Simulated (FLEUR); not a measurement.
Crystal: LiCl.

```
Cl Li
1.0
     0.00000    2.56477    2.56477
     2.56477    0.00000    2.56477
     2.56477    2.56477    0.00000
Cl Li
1 1
Direct
  0.50000 0.50000 0.50000
  0.00000 0.00000 0.00000
```

Base run:

- Program: FLEUR MaX-R8.1 (later development tree)
- Functional: r2SCAN
- Potentials or basis: all-electron
- Basis: FLAPW
- Kmax: 4.1 1/bohr
- k mesh: 9 × 9 × 9
- Occupations: fermi-dirac, width 0.05 eV
- Spin: no spin polarisation

Its results: band gap on the k mesh 7.21 eV, direct.

Problem. The run is repeated on the same cell with these changes: functional from r2SCAN to LDA. What comes out?

Solution. Band gap on the k mesh 5.99 eV, direct.

r2SCAN gives the wider gap, since meta-GGAs in the generalised Kohn-Sham scheme recover part of the derivative discontinuity.

Caveats: the meta-GGA is that of a development version, with a GGA for the radial functions and cores and without core tails (some runs).

Not every run made on this cell is shown here.
